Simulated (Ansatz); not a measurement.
Theory: DFT PBE, scalar-relativistic, plane waves, PAW in Ansatz. All cells share a 420 eV cutoff and Γ-centred k meshes spaced at most about 0.3 Å⁻¹ (about 0.25 or finer for metals, 2π included). No spin polarisation.

These are static total energies at zero pressure.

Two relaxed structures of Cd3S5:

A.

```
Cd S
1.0
    -1.85873    1.85873   11.92248
     1.85873   -1.85873   11.92248
     1.85873    1.85873  -11.92248
Cd S
3 5
Direct
  0.00000 0.00000 0.00000
  0.62826 0.62826 0.00000
  0.37174 0.37174 0.00000
  0.88768 0.88768 0.00000
  0.74384 0.74384 0.00000
  0.11232 0.11232 0.00000
  0.25616 0.25616 0.00000
  0.50000 0.50000 0.00000
```

B.

```
Cd S
1.0
     5.03877    0.00000    0.00000
    -0.16041    6.96839    0.00000
    -1.63943   -3.47698    5.88641
Cd S
3 5
Cartesian
  2.4978 4.6115 0.0108
  2.1867 1.2288 2.0256
  1.3501 -2.2448 3.9206
  3.5447 3.5221 2.1538
  0.5660 3.4093 1.7502
  -0.1419 0.0182 3.7021
  2.8451 -0.0685 4.1919
  0.1071 3.4890 5.7906
```

Task: Which would you expect to be lower, and how large is the difference?

Result: B is lower, by 98 meV/atom. A has space group I4/mmm (No. 139), 20.6 Å³/atom and no gap on its mesh; B has space group P1 (No. 1), 25.8 Å³/atom and a gap of 0.70 eV. Counting S atoms around Cd (those within 1.25 times the shortest such distance or 1.15 times the sum of covalent radii; a plus sign parts nearer from farther groups; a slash parts the counts of unlike sites), A has Cd 5+1/6 and B has Cd 4/5. B holds S–S pairs (shortest 2.10 Å); in A the shortest S–S distance is 2.65 Å, near bonding range too. The lower one is the more open, so pressure narrows the difference. In A, around Cd on a site of symmetry 4/mmm lie 6 S at 2.63–2.68 Å; Cd on a site of symmetry 4mm has 5 S at 2.66–2.76 Å and 1 S at 3.06 Å; S on a site of symmetry 4mm has 5 Cd at 2.66–2.68 Å; 2 more sites not described. In B, around Cd on its first site lie 3 S at 2.47–2.66 Å and 2 S at 2.86–2.88 Å; Cd on its second site is surrounded by 4 S at 2.47–2.73 Å; S on its first site is surrounded by 1 S at 2.10 Å and 2 Cd at 2.62–2.67 Å; 5 more sites not described. Origin: A, invented; B, invented, then shaken at random and relaxed again. The lowest form computed isn't among them: it has space group P-3m1 (No. 164), 22.8 Å³/atom and lies 53 meV/atom below the best shown.

Kohn–Sham gaps at this level usually fall short of measured ones. Cells relaxed within their symmetry can be saddle points. Some candidate types were left out of the draw beforehand, so a known form may be missing.

The 98 meV/atom preference for B probably reflects how each structure accommodates sulfur beyond the 1:1 ratio. B's coordinates contain two S–S pairs and one isolated S per formula unit, which gives Cd₃(S₂)₂S: two disulfide and one sulfide ion balance three Cd²⁺. The filled S–S bonding and π* levels and the empty σ* level fit the gap of 0.70 eV.

In A, rock-salt-like CdS slabs alternate with nearly square sulfur nets, whose 2.65 Å contacts are too long for ordinary single bonds. Counting the slab sulfur as S²⁻ leaves the net atoms roughly neutral, with partly filled in-plane p bands, consistent with the missing gap. Such nets tend to distort into pairs or chains, especially for sulfur, which favours short two-centre bonds over the delocalised bonding more familiar in tellurides. Cd²⁺, with its filled d shell, adapts readily to B's lower coordination.

The ordering doesn't show that either structure would resist decomposition into CdS and elemental sulfur.
